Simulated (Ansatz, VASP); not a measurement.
Pb in VASP and in Ansatz

The input INCAR:

```
SYSTEM = Pb
ALGO     = Normal         ! electronic algorithm
EDIFF    = 1E-7           ! SCF threshold, eV
ENCUT    = 520            ! plane-wave cutoff, eV
ISIF     = 2              ! what is computed and relaxed
ISMEAR   = -1             ! smearing method
LASPH    = .True.         ! aspherical terms in the spheres
LCHARG   = .True.         ! write CHGCAR
LELF     = .True.         ! ELF
LREAL    = .False.        ! projectors in reciprocal space
LVHAR    = .True.       
LWAVE    = .False.        ! write WAVECAR
NBANDS   = 21             ! bands
NELM     = 60             ! most SCF steps
PREC     = Accurate       ! precision mode
SIGMA    = 0.08           ! smearing width, eV
```

Contents of KPOINTS:

```
k-points
0
Gamma
  10 10 10
  0 0 0
```

Contents of POSCAR:

```
Pb
1.0
    0.0000000000      3.4121197221      3.4121197221
    3.4121197221      0.0000000000      3.4121197221
    3.4121197221      3.4121197221      0.0000000000
Pb
2
Direct
   -0.1250000000     -0.1250000000     -0.1250000000
    0.1250000000      0.1250000000      0.1250000000
```

Input for Ansatz:

```yaml
crystal:
  lattice:
    - [0.0, 3.4121197221, 3.4121197221]
    - [3.4121197221, 0.0, 3.4121197221]
    - [3.4121197221, 3.4121197221, 0.0]
  atoms:
    - { symbol: Pb, position: [-0.125, -0.125, -0.125] }
    - { symbol: Pb, position: [0.125, 0.125, 0.125] }
kpoints:
  mp_grid: { grid: [10, 10, 10] }
  band_path:
    path:
      - [0.0, 0.0, 0.0]
      - [0.5, 0.0, 0.5]
      - [0.625, 0.25, 0.625]
      - [0.375, 0.375, 0.75]
      - [0.0, 0.0, 0.0]
      - [0.5, 0.5, 0.5]
      - [0.5, 0.25, 0.75]
      - [0.5, 0.0, 0.5]
    npoints: 8
scf:
  occupations: { method: fermi_dirac, width: 0.08 }
hamiltonian:
  xc: lda
  pseudopotentials: { kind: paw }
output:
  forces: true
  stress: true
  eigenvalues: true
  populations: true
  dos: { projected: true, de: 0.2, e_range: [-14, 8] }
```

Change from the starting cell: volume scaled by 1, PAW files.

Alike in both runs: task single point; functional LDA; k mesh 10 × 10 × 10; occupations fermi-dirac, width 0.08 eV; no spin polarisation.

|  | VASP | Ansatz |
| --- | --- | --- |
| version | VASP 6.6.1 | Ansatz 0.2.0 |
| potentials or method | VASP PAW LDA potentials, release 64 (Pb_d) | PAW with Ansatz's default frozen-core files, scalar-relativistic |
| plane-wave cutoff (eV) | 520 | 420 |
| valence electrons in the cell | 28 | 28 |

```csv
,VASP,Ansatz,Ansatz less VASP
pressure (GPa),0.0,0.0,-0.03
```

Spin-orbit coupling is left out, which matters for the levels of Pb.
